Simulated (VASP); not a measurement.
**TiCo: equation of state with PBE**

Crystal: TiCo.

```
Co Ti
1.0
     2.98611    0.00000    0.00000
     0.00000    2.98611    0.00000
     0.00000    0.00000    2.98611
Co Ti
1 1
Direct
  0.50000 0.50000 0.50000
  0.00000 0.00000 0.00000
```

The cell comes from a database or a generator and needn't be the stable form of this composition.

- Program: VASP 6.6.1
- Task: equation of state
- Functional: PBE
- Potentials or basis: VASP PAW PBE potentials, release 64 (Co, Ti_sv)
- Cutoff: 520 eV
- k mesh: 9 × 9 × 9
- Occupations: fermi-dirac, width 0.05 eV
- Spin: collinear spin, ferromagnetic start
- Starting moments: [2.0, 1.0] μB
- Further INCAR settings: ALGO = Normal; EDIFF = 1e-07; NBANDS = 22

```
Equilibrium volume                      : 13.23 Å³/atom
Bulk modulus                            : 162 GPa
Pressure derivative of the bulk modulus : 4.2
```

Energy against volume, from the lowest point:
```tsv
volume (Å³/atom)	energy (meV/atom)
12.515	20.94
12.781	7.69
13.047	0.94
13.313	0.00
13.580	4.27
13.846	13.27
14.112	26.54
```

All runs of the series together: 3.5 min on 1 thread of Intel(R) Xeon(R) Platinum 8488C (Sapphire Rapids) (shared host).
